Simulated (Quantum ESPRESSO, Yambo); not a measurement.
# InP (F-43m): G0W0 with Yambo, start to end, part 2 of 3

Aim: the G0W0 gap of InP (F-43m) on PBE with spin-orbit coupling, step by step.

Quantum ESPRESSO 7.5 and Yambo 5.3.0; PBE and many-body steps on it, plane waves. Known limits of the many-body steps: not at the basis limit; coarse k mesh.

So far. Step 2 (Ground state): The gap is direct, at Γ. Step 3 (Bands along the symmetry lines): The gap is 0.681 eV, as in the run before at this level.

The database entry behind the starting cell differs from later determinations by our own check (0.1 to 0.3 % short, probably kX units), so it need not match the best structure at ambient conditions.

**4. Empty states on the mesh, 4×4×4 mesh, 510 bands**

Level of this step: DFT, PBE with spin-orbit coupling, plane waves, norm-conserving pseudopotentials (Quantum ESPRESSO).

The sums over transitions need many empty states on a uniform mesh; this step solves for them.

The input, pw.in:

```
&control
  calculation = 'nscf'
  prefix = 'x'
  outdir = 'o'
  pseudo_dir = 'pseudo'
/
&system
  ibrav = 0
  nat = 2
  ntyp = 2
  ecutwfc = 80.0
  nbnd = 510
  force_symmorphic = .true.
  noncolin = .true.
  lspinorb = .true.
/
&electrons
  conv_thr = 1e-9
  electron_maxstep = 80
  diago_full_acc = .true.
  diago_thr_init = 5e-6
/
ATOMIC_SPECIES
  In 114.82 In.upf
  P 30.974 P.upf
CELL_PARAMETERS angstrom
  -0.0000000000 2.9305000000 2.9305000000
  2.9305000000 -0.0000000000 2.9305000000
  2.9305000000 2.9305000000 -0.0000000000
ATOMIC_POSITIONS crystal
  In 0.0000000000 0.0000000000 0.0000000000
  P 0.2500000000 0.2500000000 0.2500000000
K_POINTS automatic
  4 4 4 0 0 0
```

The run is started by

```sh
OMP_NUM_THREADS=1 mpirun -n 4 pw.x -nk 4 -in pw.in > pw.out
```

The log of the run:

```text
[banner, memory and clock lines left out]
Program PWSCF v.7.5 starts

     Atomic positions and unit cell read from directory:
     o/x.save/

     Message from routine setup:
     using ibrav=0 with symmetry is DISCOURAGED, use correct ibrav instead

     G-vector sticks info

     bravais-lattice index     =            0
     lattice parameter (alat)  =       7.8317  a.u.
     unit-cell volume          =     339.6658 (a.u.)^3
     number of atoms/cell      =            2
     number of atomic types    =            2
     number of electrons       =        26.00
     number of Kohn-Sham states=          510
     kinetic-energy cutoff     =      80.0000  Ry
     charge density cutoff     =     320.0000  Ry
     Exchange-correlation= PBE
                           (   1   4   3   4   0   0   0)
     Non magnetic calculation with spin-orbit

     celldm(1)=   7.831692  celldm(2)=   0.000000  celldm(3)=   0.000000
     celldm(4)=   0.000000  celldm(5)=   0.000000  celldm(6)=   0.000000

     crystal axes: (cart. coord. in units of alat)
               a(1) = (  -0.000000   0.707107   0.707107 )
               a(2) = (   0.707107  -0.000000   0.707107 )
               a(3) = (   0.707107   0.707107  -0.000000 )

     reciprocal axes: (cart. coord. in units 2 pi/alat)
               b(1) = ( -0.707107  0.707107  0.707107 )
               b(2) = (  0.707107 -0.707107  0.707107 )
               b(3) = (  0.707107  0.707107 -0.707107 )
     Pseudo is Norm-conserving + core correction, Zval = 21.0
     Generated using ONCVPSP code by D. R. Hamann
     Using radial grid of 1986 points, 10 beta functions with:
     Pseudo is Norm-conserving + core correction, Zval =  5.0
     Generated using ONCVPSP code by D. R. Hamann
     Using radial grid of 1298 points, 10 beta functions with:
     In               21.00   114.82000     In( 1.00)
     P                 5.00    30.97400     P ( 1.00)

     24 Sym. Ops. (no inversion) found

   Cartesian axes

     site n.     atom                  positions (alat units)
         1        In     tau(   1) = (   0.0000000   0.0000000   0.0000000  )
         2        P      tau(   2) = (   0.3535534   0.3535534   0.3535534  )

     number of k points=     8
                       cart. coord. in units 2pi/alat
        k(    1) = (   0.0000000   0.0000000   0.0000000), wk =   0.0156250
        k(    2) = (   0.1767767   0.1767767  -0.1767767), wk =   0.1250000
        k(    3) = (  -0.3535534  -0.3535534   0.3535534), wk =   0.0625000
[...]
k(    7) = (  -0.7071068   0.0000000   0.0000000), wk =   0.0468750
        k(    8) = (  -0.7071068   0.3535534   0.0000000), wk =   0.0937500

     Dense  grid:    32743 G-vectors     FFT dimensions: (  45,  45,  45)

     The potential is recalculated from file :
     o/x.save/charge-density

     Starting wfcs are   34 randomized atomic wfcs +  476 random wfcs

     Band Structure Calculation

     End of band structure calculation

          k = 0.0000 0.0000 0.0000 (  4111 PWs)   bands (ev):

  -106.6215-106.6215 -69.7287 -69.7287 -63.0840 -63.0840 -63.0840 -63.0840
    -6.3232  -6.3232  -6.3232  -6.3232  -5.5408  -5.5408  -5.4382  -5.4382
    -5.4382  -5.4382  -3.1994  -3.1994   8.2509   8.2509   8.3498   8.3498
     8.3498   8.3498   9.0305   9.0305  12.0975  12.0975  12.5536  12.5536
[...]
[... 52 further rows ...]
[...]
158.2032 158.2032 158.4428 158.4428 158.4428 158.4428

          k = 0.1768 0.1768-0.1768 (  4089 PWs)   bands (ev):

  -106.6214-106.6214 -69.7288 -69.7288 -63.0841 -63.0841 -63.0841 -63.0841
[...]
[... 52 further rows ...]
[...]
162.2872 162.2879 162.6841 162.6841 162.8940 162.8940

          k =-0.3536-0.3536 0.3536 (  4092 PWs)   bands (ev):

  -106.6214-106.6214 -69.7288 -69.7288 -63.0842 -63.0842 -63.0841 -63.0841
[...]
37.6814  37.6814  39.4466  39.4466  39.6342  39.6342  39.9931  39.9931
     [... 52 further rows ...]
   160.1262 160.1262 160.5516 160.5516 160.5642 160.5642 160.7469 160.7469
   161.1706 161.1706 161.2076 161.2076 161.4063 161.4063

          k = 0.3536 0.0000 0.0000 (  4088 PWs)   bands (ev):

     [... further k-points ...]

     highest occupied, lowest unoccupied level (ev):     8.3498    9.0305

     XML data file, pseudopotentials, collected wavefunctions
```

Run time: 2.6 min. Hardware: 4 MPI ranks of Arm Neoverse V1, shared host; peak memory 1.7 GiB; 11 min of CPU time.

Numbers from this step:

```yaml
gap: 0.6808 eV
k_of_the_valence_top: 0, 0, 0
k_of_the_conduction_bottom: 0, 0, 0
least_direct_gap: 0.6808 eV
k_points_computed: 8
lowest_point_of_the_top_converged_band_above_the_valence_top: 150.0931 eV
```

On this mesh the gap is 0.681 eV.

**5. Conversion and set-up**

This step: Yambo 5.3.0; conversion and set-up on PBE with spin-orbit coupling, plane waves, norm-conserving pseudopotentials.

The states are converted to the many-body program's format and the q mesh is built.

The run is started by

```sh
(cd o/x.save; p2y > p2y.log; mv SAVE ../..); yambo > setup.log
```

The log of the run:

```text
 Yambo, version 5.3.0

 [02] CORE Variables Setup
 =========================

  [02.01] Unit cells
  ==================

  Cell kind             :  FCC
  Atoms in the cell     :  In  P
  number of In atoms    :  1
  number of P  atoms    :  1

  List of atomic masses
  Mass of In    :  114.8200
  Mass of P     :  30.97400

  List of atomic coordinates    : [cc]
  In1       :  0.000000  0.000000  0.000000  order 1
  P1       :  2.768921  2.768921  2.768921  order 2

  Alat factors          :  5.537842  5.537842  5.537842 [a.u.]
  Direct lattice volume :  339.6658 [a.u.]
  Direct lattice vectors:  A[ 1 ]  A[ 2 ]  A[ 3 ]
   A[ 1 ]: -0.000000  1.000000  1.000000  [iru]
  -0.000000  5.537842  5.537842  [cc]
   A[ 2 ]:  1.000000 -0.000000  1.000000  [iru]
   5.537842 -0.000000  5.537842  [cc]
   A[ 3 ]:  1.000000  1.000000 -0.000000  [iru]
   5.537842  5.537842 -0.000000  [cc]

  Recip. lattice volume :  0.730277 [a.u.]
  Recip. lattice vectors:  B[ 1 ]  B[ 2 ]  B[ 3 ]
   B[ 1 ]: -0.500000  0.500000  0.500000  [iku]
  -0.567295  0.567295  0.567295  [cc]
   B[ 2 ]:  0.500000 -0.500000  0.500000  [iku]
   0.567295 -0.567295  0.567295  [cc]
   B[ 3 ]:  0.500000  0.500000 -0.500000  [iku]
   0.567295  0.567295 -0.567295  [cc]

  [02.02] Symmetries
  ==================

  Inversion symmetry    : yes
  Spatial inversion     : no
  Inversion index       :  25
  K-space Time-reversal : yes
  Magnetic symmetries   : no
  Time-reversal derived K-space symmetries:   25   48
  Group table correct   : yes
  Symmetries units      :  [cc]

   [S  1]:   1.0000      0.21494E-16  0.21494E-16  0.21494E-16   1.0000     -0.21494E-16 -0.21494E-16 -0.21494E-16   1.0000
   [S  2]:  -1.0000     -0.21494E-16  0.21494E-16 -0.21494E-16  -1.0000     -0.21494E-16  0.21494E-16  0.21494E-16   1.0000
   [S  3]:  -1.0000      0.21494E-16 -0.21494E-16 -0.21494E-16   1.0000      0.21494E-16  0.21494E-16 -0.21494E-16  -1.0000
[...]
[S  9]:  0.21494E-16   1.0000      0.21494E-16 -0.21494E-16  0.21494E-16   1.0000       1.0000     -0.21494E-16 -0.21494E-16
   [S 10]:  0.21494E-16  -1.0000     -0.21494E-16 -0.21494E-16 -0.21494E-16  -1.0000       1.0000      0.21494E-16  0.21494E-16
     [... 36 further rows ...]
   [S*47]:   1.0000      0.21494E-16 -0.21494E-16  0.21494E-16 -0.21494E-16  -1.0000     -0.21494E-16   1.0000      0.21494E-16
   [S*48]:   1.0000     -0.21494E-16  0.21494E-16  0.21494E-16  0.21494E-16   1.0000     -0.21494E-16  -1.0000     -0.21494E-16

  [02.03] Reciprocal space
  ========================

  nG shells         :   333
  nG charge         :   32743
  nG WFs            :   4987
  nC WFs            :   4128
  G-vecs. in first 33 shells:  [ Number ]
     1    9   15   27   51   59   65   89  113
    137   169   181   229   259   283   307   331   339
    387   411   459   531   537   561   609   645   701
    725   749   821   869   893   941
  ...
[...]
K/Q-points units:
  rlu = crystal or reduced units; cc = cartesian coordinates; iku = interal k-units

  K [1]          [rlu]:  0.000000  0.000000  0.000000
         WF components:   4111
  K [2]          [rlu]:  0.52668E-17  0.52668E-17  0.25000
         WF components:   4089
  K [3]          [rlu]: -0.10534E-16 -0.10534E-16 -0.50000
         WF components:   4092
  K [4]          [rlu]:  0.87374E-19  0.25000      0.25000
         WF components:   4088
  K [5]          [rlu]:  0.86628E-17  0.25000     -0.50000
         WF components:   4097
  [... 2 further k-points ...]
  K [8]          [rlu]:  0.250000 -0.500000 -0.250000
         WF components:   4128

  [02.05] Energies & Occupations
  ==============================

  [X] === General ===
  [X] Electronic Temperature                        :  0.000000  0.000000 [eV K]
  [X] Bosonic    Temperature                        :  0.000000  0.000000 [eV K]
  [X] Finite Temperature mode                       : no
  [X] El. density                                   :  0.51656E+24 [cm-3]
  [X] Fermi Level                                   :  8.349752 [eV]

  [X] === Gaps and Widths ===
  [X] Conduction Band Min                           :  0.680775 [eV]
  [X] Valence Band Max                              :  0.000000 [eV]
  [X] Filled Bands                                  :  26
  [X] Empty Bands                                   :    27   510
  [X] Direct Gap                                    :  0.680775 [eV]
  [X] Direct Gap localized at k                     :  1
  [X] Indirect Gap                                  :  0.680775 [eV]
  [X] Indirect Gap between kpts                     :  1  1
  [X] Last valence band width                       :  2.878446 [eV]
  [X] 1st conduction band width                     :  3.579530 [eV]

  E @ K [1]:  [eV]
  -114.9712 -114.9712  -78.0785  -78.0785  -71.4338  -71.4338  -71.4338  -71.4338
  -14.67299 -14.67299 -14.67299 -14.67299 -13.89051 -13.89051 -13.78794 -13.78794
   -13.788      -13.788      -11.549      -11.549     -0.98896E-01 -0.98896E-01 -0.64517E-09 -0.10580E-09
[...]
occ @ K [1]
[...]
E @ K [2]:  [eV]
[...]
occ @ K [2]
[...]
E @ K [3]:  [eV]
[...]
occ @ K [3]
[...]
E @ K [4]:  [eV]
[...]
occ @ K [4]
[...]
E @ K [5]:  [eV]
[...]
occ @ K [5]
[...]
[... 2 further k-points ...]
  E @ K [8]:  [eV]
[...]
occ @ K [8]
[...]
0.000000  0.000000  0.000000  0.000000  0.000000  0.000000  0.000000  0.000000
   0.000000  0.000000  0.000000  0.000000  0.000000  0.000000  0.000000  0.000000

 [03] Transferred momenta grid and indexing
 ==========================================

 IBZ Q-points                                      :   8
 BZ  Q-points                                      :   64

 K/Q-points units:
 rlu = crystal or reduced units; cc = cartesian coordinates; iku = interal k-units

 Q [1]          [rlu]:  0.000000  0.000000  0.000000
 Q [2]          [rlu]:  0.54193E-16  0.26437E-16  0.25000
 Q [3]          [rlu]: -0.10839E-15 -0.52875E-16 -0.50000
[...]
Q [7]          [rlu]: -0.17475E-18 -0.50000     -0.50000
 Q [8]          [rlu]:  0.250000 -0.500000 -0.250000

  [03.01] X indexes
  =================

   [03.01.01] Sigma indexes
   ========================

 [06] Game Over & Game summary
```

It took 3.4 s on 1 MPI rank; peak memory 0.25 GiB.

[end of part 2 of 3]

[Paths, hosts, dates, memory and timing lines, banners, echoed tables and standing remarks are left out of the program output.]

[Logs are printed without paths, hosts, clocks, repeated set-up lines and the standing remarks that a program may print on its own settings, such as how far it seeks lower states.]

[Runs of the session that timed out or met a known fault of the program may be left out.]

[Hosts, paths, dates, database ids (printed as entryN), source tags and the programs' standing remarks are cut or masked in the printed files.]
